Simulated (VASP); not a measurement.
# W (Im-3m) in VASP: notebook, part 2 of 2

VASP 6.6.1. Earlier steps stand in the parts before.

**4. Band structure, BLYP**

Contents of INCAR:

```
SYSTEM = W
AGGAC = 1.0 ; AGGAX = 1.0
ALDAC = 0.0 ; ALDAX = 1.0
ALGO = Normal ; EDIFF = 1E-6
ENCUT = 520 ; GGA = B5
ISIF = 2 ; ISMEAR = -1
LASPH = .True. ; LCHARG = .False.
LMAXMIX = 4 ; LREAL = .False.
LWAVE = .False. ; NBANDS = 13
NELM = 100 ; PREC = Accurate
SIGMA = 0.05
```

Contents of KPOINTS:

```
k-points
0
Gamma
  12 12 12
  0 0 0
```

Contents of POSCAR:

```
W
1.0
   -1.5823450000      1.5823450000      1.5823450000
    1.5823450000     -1.5823450000      1.5823450000
    1.5823450000      1.5823450000     -1.5823450000
W
1
Direct
    0.0000000000      0.0000000000      0.0000000000
```

Contents of KPOINTS_OPT:

```
path GHNGPH,PN
15
line-mode
reciprocal
 0.0000000000  0.0000000000  0.0000000000  G
 0.5000000000 -0.5000000000  0.5000000000  H

 0.5000000000 -0.5000000000  0.5000000000  H
 0.0000000000  0.0000000000  0.5000000000  N

 0.0000000000  0.0000000000  0.5000000000  N
 0.0000000000  0.0000000000  0.0000000000  G

 0.0000000000  0.0000000000  0.0000000000  G
 0.2500000000  0.2500000000  0.2500000000  P

 0.2500000000  0.2500000000  0.2500000000  P
 0.5000000000 -0.5000000000  0.5000000000  H

 0.2500000000  0.2500000000  0.2500000000  P
 0.0000000000  0.0000000000  0.5000000000  N
```

Run with:

```
cat potpaw_PBE.64/W_sv/POTCAR > POTCAR
mpirun -np 1 vasp_std > vasp.out
```

It took 14 s on 1 thread of Intel Xeon Platinum 8488C (Sapphire Rapids), shared host; peak memory 0.13 GiB.

Results (log left out):

```yaml
Free_energy: -11.2363 eV
Pressure: 17.4 GPa
Band_gap_along_the_path: none (metal or under the smearing width)
```

Levels at the corners of the path, in eV from the Fermi level:
```csv
point,band 5,band 6,band 7,band 8,band 9,band 10
Γ,-9.42,-1.30,-1.30,-1.30,2.22,2.22
H,-5.78,-5.78,5.08,5.08,5.08,8.47
H,-5.78,-5.78,5.08,5.08,5.08,8.47
N,-6.20,-3.60,0.99,2.09,3.05,6.06
N,-6.20,-3.60,0.99,2.09,3.05,6.06
Γ,-9.42,-1.30,-1.30,-1.30,2.22,2.22
Γ,-9.42,-1.30,-1.30,-1.30,2.22,2.22
P,-2.89,-2.89,-2.89,3.21,3.21,6.69
P,-2.89,-2.89,-2.89,3.21,3.21,6.69
H,-5.78,-5.78,5.08,5.08,5.08,8.47
P,-2.89,-2.89,-2.89,3.21,3.21,6.69
N,-6.20,-3.60,0.99,2.09,3.05,6.06
```

Caveat: so large a pressure means that the cell lies far from this level's equilibrium, or that cutoff or potentials fall short; the potentials were made for another functional, which shifts forces and pressure; spin-orbit coupling is left out, which moves the levels of the heavy elements.

**5. Band structure, PW91**

POSCAR is that of step 4.

Contents of INCAR.step1:

```
SYSTEM = W
PREC = Accurate
ENCUT = 520
EDIFF = 1E-7
ISMEAR = -1
SIGMA = 0.05
LREAL = .FALSE.
LASPH = .TRUE.
NELM = 80
ALGO = Normal
ISIF = 2
LWAVE = .FALSE.
LCHARG = .TRUE.
LMAXMIX = 4
GGA = 91
NBANDS = 13
```

Contents of KPOINTS.step1:

```
Automatic mesh
0
G
  12 12 12
  0 0 0
```

Contents of INCAR.step2:

```
SYSTEM = W
PREC = Accurate
ENCUT = 520
EDIFF = 1E-7
ISMEAR = 0
SIGMA = 0.05
LREAL = .FALSE.
LASPH = .TRUE.
NELM = 80
ALGO = Normal
ISIF = 2
LWAVE = .FALSE.
LCHARG = .FALSE.
LMAXMIX = 4
GGA = 91
NBANDS = 13
ICHARG = 11
```

Contents of KPOINTS.step2:

```
path GHNGPH,PN
10
line-mode
reciprocal
 0.0000000000  0.0000000000  0.0000000000  G
 0.5000000000 -0.5000000000  0.5000000000  H

 0.5000000000 -0.5000000000  0.5000000000  H
 0.0000000000  0.0000000000  0.5000000000  N

 0.0000000000  0.0000000000  0.5000000000  N
 0.0000000000  0.0000000000  0.0000000000  G

 0.0000000000  0.0000000000  0.0000000000  G
 0.2500000000  0.2500000000  0.2500000000  P

 0.2500000000  0.2500000000  0.2500000000  P
 0.5000000000 -0.5000000000  0.5000000000  H

 0.2500000000  0.2500000000  0.2500000000  P
 0.0000000000  0.0000000000  0.5000000000  N
```

Run with:

```
cat potpaw_PBE.64/W_sv/POTCAR > POTCAR
cp INCAR.step1 INCAR
cp KPOINTS.step1 KPOINTS
mpirun -np 1 vasp_std > vasp.out
cp INCAR.step2 INCAR
cp KPOINTS.step2 KPOINTS
mpirun -np 1 vasp_std > vasp.out
```

It took 12 s on 1 thread of Intel Xeon Platinum 8488C (Sapphire Rapids), shared host; peak memory 0.13 GiB.

Results (log left out):

| Quantity | Value |
| --- | --- |
| Band gap along the path | none (metal or under the smearing width) |

Levels at the corners of the path, in eV from the Fermi level:
```csv
point,band 4,band 5,band 6,band 7,band 8,band 9,band 10,band 11
Γ,-37.51,-9.50,-1.19,-1.19,-1.19,2.31,2.31,14.61
H,-38.42,-5.78,-5.78,5.22,5.22,5.22,8.39,8.39
H,-38.42,-5.78,-5.78,5.22,5.22,5.22,8.39,8.39
N,-37.51,-6.20,-3.53,0.84,2.20,3.17,6.20,11.19
N,-37.51,-6.20,-3.53,0.84,2.20,3.17,6.20,11.19
Γ,-37.51,-9.50,-1.19,-1.19,-1.19,2.31,2.31,14.61
Γ,-37.51,-9.50,-1.19,-1.19,-1.19,2.31,2.31,14.61
P,-38.17,-2.88,-2.88,-2.88,3.34,3.34,6.74,12.37
P,-38.17,-2.88,-2.88,-2.88,3.34,3.34,6.74,12.37
H,-38.42,-5.78,-5.78,5.22,5.22,5.22,8.39,8.39
P,-38.17,-2.88,-2.88,-2.88,3.34,3.34,6.74,12.37
N,-37.51,-6.20,-3.53,0.84,2.20,3.17,6.20,11.19
```

Caveat: the log is that of the step along the path at fixed density, whose energy, stress, charges and moments have no meaning; the PAW data sets were made with another functional, which shifts forces and pressure a little; spin-orbit coupling is left out, which moves the levels of the heavy elements.

**6. Equation of state, PBE+D3(BJ), 15.18 Å³/atom (a relaxed cell with its volume scaled by 0.96)**

Contents of INCAR:

```
SYSTEM = W
ALGO = Fast
EDIFF = 1E-7
ENCUT = 520
GGA = PE
ISIF = 2
ISMEAR = -1
IVDW = 12
LASPH = .True.
LCHARG = .False.
LREAL = .False.
LWAVE = .False.
NELM = 60
PREC = Accurate
SIGMA = 0.05
```

Contents of KPOINTS:

```
k-points
0
Gamma
  10 10 10
  0 0 0
```

Contents of POSCAR:

```
W                                       
1.0
   -1.5597404910      1.5597404910      1.5597404910
    1.5597404910     -1.5597404910      1.5597404910
    1.5597404910      1.5597404910     -1.5597404910
  W             
     1
Direct
     0.0000000000000000    0.0000000000000000    0.0000000000000000
```

Potentials or basis: VASP PAW PBE potentials, release 64 (W_sv).

Run with:

```
cat potpaw_PBE.64/W_sv/POTCAR > POTCAR
mpirun -np 1 vasp_std > vasp.out
```

Wall time 7.5 s (1 thread of AMD EPYC 7R13 (Zen 3), shared host); peak memory 0.11 GiB.

It converged, with:

| Item | Value |
| --- | --- |
| Free energy | -13.6118 eV |
| Pressure | 14.4 GPa |
| Band gap on the k mesh | none (metal or under the smearing width) |
| Dispersion energy per atom | -0.727 eV |

Caveat: pairwise dispersion overbinds metals, which lowers pressure and volume.

**7. Equation of state, PBE+D3(BJ), 15.49 Å³/atom (a relaxed cell with its volume scaled by 0.98)**

INCAR is that of step 6.

KPOINTS is that of step 6.

Contents of POSCAR:

```
W                                       
1.0
   -1.5704976619      1.5704976619      1.5704976619
    1.5704976619     -1.5704976619      1.5704976619
    1.5704976619      1.5704976619     -1.5704976619
  W             
     1
Direct
     0.0000000000000000    0.0000000000000000    0.0000000000000000
```

Run with:

```
cat potpaw_PBE.64/W_sv/POTCAR > POTCAR
mpirun -np 1 vasp_std > vasp.out
```

It took 7.5 s on 1 thread of AMD EPYC 7R13 (Zen 3), shared host; peak memory 0.11 GiB.

Results (log left out):

| Property | Result |
| --- | --- |
| Free energy | -13.6328 eV |
| Pressure | 6.8 GPa |
| Band gap on the k mesh | none (metal or under the smearing width) |
| Dispersion energy per atom | -0.712 eV |

Caveat: pairwise dispersion overbinds metals, which lowers pressure and volume.

**8. Equation of state, PBE+D3(BJ), 15.81 Å³/atom**

INCAR is that of step 7.

KPOINTS is that of step 7.

Contents of POSCAR:

```
W                                       
1.0
   -1.5811094545      1.5811094545      1.5811094545
    1.5811094545     -1.5811094545      1.5811094545
    1.5811094545      1.5811094545     -1.5811094545
  W             
     1
Direct
     0.0000000000000000    0.0000000000000000    0.0000000000000000
```

Run with:

```
cat potpaw_PBE.64/W_sv/POTCAR > POTCAR
mpirun -np 1 vasp_std > vasp.out
```

It took 8.4 s on 1 thread of AMD EPYC 7R13 (Zen 3), shared host; peak memory 0.11 GiB.

Results (log left out):

- Free energy: -13.6395 eV
- Pressure: 0.0 GPa
- Band gap on the k mesh: none (metal or under the smearing width)
- Dispersion energy per atom: -0.697 eV

Caveat: pairwise dispersion overbinds metals, which lowers pressure and volume.

**9. Equation of state, PBE+D3(BJ), 16.13 Å³/atom (a relaxed cell with its volume scaled by 1.02)**

INCAR is that of step 8.

KPOINTS is that of step 8.

Contents of POSCAR:

```
W                                       
1.0
   -1.5915806832      1.5915806832      1.5915806832
    1.5915806832     -1.5915806832      1.5915806832
    1.5915806832      1.5915806832     -1.5915806832
  W             
     1
Direct
     0.0000000000000000    0.0000000000000000    0.0000000000000000
```

Potentials or basis: VASP PAW PBE potentials, release 64 (W_sv).

Run with:

```
cat potpaw_PBE.64/W_sv/POTCAR > POTCAR
mpirun -np 1 vasp_std > vasp.out
```

It took 12 s on 1 thread of AMD EPYC 7R13 (Zen 3), shared host; peak memory 0.12 GiB.

Results (log left out):

```
Free energy                : -13.6334 eV
Pressure                   : -6.2 GPa
Band gap on the k mesh     : none (metal or under the smearing width)
Dispersion energy per atom : -0.683 eV
```

Caveat: pairwise dispersion overbinds metals, which lowers pressure and volume.

**10. Equation of state, PBE+D3(BJ), 16.44 Å³/atom (a relaxed cell with its volume scaled by 1.04)**

INCAR is that of step 9.

KPOINTS is that of step 9.

Contents of POSCAR:

```
W                                       
1.0
   -1.6019159123      1.6019159123      1.6019159123
    1.6019159123     -1.6019159123      1.6019159123
    1.6019159123      1.6019159123     -1.6019159123
  W             
     1
Direct
     0.0000000000000000    0.0000000000000000    0.0000000000000000
```

Run with:

```
cat potpaw_PBE.64/W_sv/POTCAR > POTCAR
mpirun -np 1 vasp_std > vasp.out
```

Wall time 12 s (1 thread of AMD EPYC 7R13 (Zen 3), shared host); peak memory 0.12 GiB.

Results (log left out):

* Free energy: -13.6158 eV
* Pressure: -11.7 GPa
* Band gap on the k mesh: none (metal or under the smearing width)
* Dispersion energy per atom: -0.669 eV

Caveat: pairwise dispersion overbinds metals, which lowers pressure and volume.

**11. Equation of state, PBE+D3(BJ)**

This run uses another cell than the first one, of 15.81 Å³/atom, 0.998 times its volume.

Potentials or basis: VASP PAW PBE potentials, release 64 (W_sv).

This step only gathers the single runs of the series.

What came out:

- Equilibrium volume: 15.81 Å³/atom
- Bulk modulus: 324 GPa
- Pressure derivative of the bulk modulus: 4.4 (rough: it moves with the points fitted)

Energy against volume, from the lowest point:
```csv
volume (Å³/atom),energy (meV/atom)
15.178,27.70
15.494,6.70
15.811,0.00
16.127,6.12
16.443,23.75
```

**12. For comparison**

An earlier run on the cell as given: functional PBE; potentials or basis VASP PAW PBE potentials, release 64 (W_sv); cutoff 520 eV; k mesh 12 × 12 × 12; occupations fermi-dirac, width 0.05 eV; no spin polarisation.

- Pressure: 6.4 GPa
- Band gap on the k mesh: none (metal or under the smearing width)

**13. Overview**

```csv
task,level,cell,k mesh,ladder,pressure (GPa)
band structure,RPBE,"Im-3m, 15.85 Å³/atom",12 × 12 × 12,-,10.3
band structure,revPBE,"Im-3m, 15.85 Å³/atom",12 × 12 × 12,-,-
band structure,BLYP,"Im-3m, 15.85 Å³/atom",12 × 12 × 12,-,17.4
band structure,PW91,"Im-3m, 15.85 Å³/atom",12 × 12 × 12,-,-
equation of state,PBE+D3(BJ),"Im-3m, 15.81 Å³/atom",10 × 10 × 10,gaps,-
single point,PBE,"Im-3m, 15.85 Å³/atom",12 × 12 × 12,-,6.4
```

Alike in all rows: potentials or basis VASP PAW PBE potentials, release 64 (W_sv); no spin polarisation; cutoff (eV) 520; smearing fermi-dirac 0.05 eV.

The pressure there spans 6.4 GPa (PBE) to 17.4 GPa (BLYP); a positive pressure means that this level wants a larger cell, a negative one a smaller.

Caveats: spin-orbit coupling is left out, which moves the levels of the heavy elements (some runs); the PAW data sets were made with another functional, which shifts forces and pressure a little (some runs); so large a pressure means that the cell lies far from this level's equilibrium, or that cutoff or potentials fall short (some runs); the potentials were made for another functional, which shifts forces and pressure (some runs).

Total energies depend on the potentials used, so only differences within one code and one set of settings carry meaning.
